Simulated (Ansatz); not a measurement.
# Relativity in ZnSe

```
Zn Se
1.0
     0.00000    2.83380    2.83380
     2.83380    0.00000    2.83380
     2.83380    2.83380    0.00000
Zn Se
1 1
Direct
  0.00000 0.00000 0.00000
  0.75000 0.75000 0.75000
```

Atoms are numbered in the order listed.

The cell is COD entry 9008857, as deposited and not checked against the literature; nothing was relaxed.

One fixed cell is solved with PBE by PAW (frozen-core files) in Ansatz 0.2.0 under different relativistic treatments. Pressure is positive in compression.

Sampling and basis: a Γ-centred 8×8×8 k mesh, Fermi–Dirac smearing of 0.03 eV, cutoff 420 eV, no spin polarisation.

| setting | P (GPa) | gap over the k mesh and a high-symmetry path (eV) | lowest level at Γ above −25 eV, from the valence-band top or, without a gap, the Fermi level (eV) |
| --- | --- | --- | --- |
| scalar-relativistic | 2.10 | ? | ? |
| with spin–orbit coupling | 2.11 | 1.16 | -13.39 |

Give the missing entry: row "scalar-relativistic", column "gap over the k mesh and a high-symmetry path (eV)".

1.29.

Give the missing entry: row "scalar-relativistic", column "lowest level at Γ above −25 eV, from the valence-band top or, without a gap, the Fermi level (eV)".

-13.26.
